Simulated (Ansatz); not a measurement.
## NiSb (Breithauptite): single point with PBE

The system is NiSb (Breithauptite).

```xyz
4
Lattice="3.9280 0.0000 0.0000 -1.9640 3.4017 0.0000 0.0000 0.0000 5.1200" Properties=species:S:1:pos:R:3 pbc="T T T"
Sb    1.9640    1.1339    3.8400
Sb    0.0000    2.2678    1.2800
Ni    0.0000    0.0000    2.5600
Ni    0.0000    0.0000    0.0000
```

```json
{
 "Program": "Ansatz 0.2.0",
 "Task": "single point",
 "Functional": "PBE",
 "Potentials or basis": "Ansatz PAW",
 "Cutoff": "420 eV (not typed: the program's choice for these potentials)",
 "k mesh": "8 × 8 × 5",
 "Occupations": "fermi-dirac, width 0.05 eV",
 "Spin": "collinear spin, ferromagnetic start",
 "Starting moments": "[0.0, 0.0, 1.0, 1.0] μB"
}
```

The pressure is 3.8 GPa. The band gap on the k mesh is none (metal or under the smearing width), the net moment is 0.00 μB per cell and the absolute moment is 0.00 μB per cell.

Stress tensor (GPa, compression positive):
```
3.98 0.00 0.00
0.00 3.98 0.00
0.00 0.00 3.30
```

Levels at points of the mesh, in eV from the Fermi level:
Spin up:
```
            k point  band 29  band 30  band 31  band 32  band 33  band 34  band 35  band 36  band 37  band 38
 (0.00, 0.00, 0.00)    -1.31    -1.31     0.00     0.60     0.60     2.52     2.52     3.17     4.07     5.34
(0.00, -0.50, 0.00)    -2.07    -1.84    -1.58    -1.38    -1.30    -0.32     1.17     3.48     4.03     5.44
```
Spin down:
| k point | band 31 | band 32 | band 33 | band 34 | band 35 | band 36 |
| --- | --- | --- | --- | --- | --- | --- |
| (0.00, 0.00, 0.00) | 0.00 | 0.60 | 0.60 | 2.52 | 2.52 | 3.17 |
| (0.00, -0.50, 0.00) | -1.58 | -1.38 | -1.30 | -0.32 | 1.17 | 3.48 |

Wall time 14 s on 2 threads of Arm Neoverse N1, with other jobs on the host, peak memory 0.45 GiB.

Caveat: the starting moments weren't kept. The run has no spin-orbit coupling, so splittings on Sb are missing.
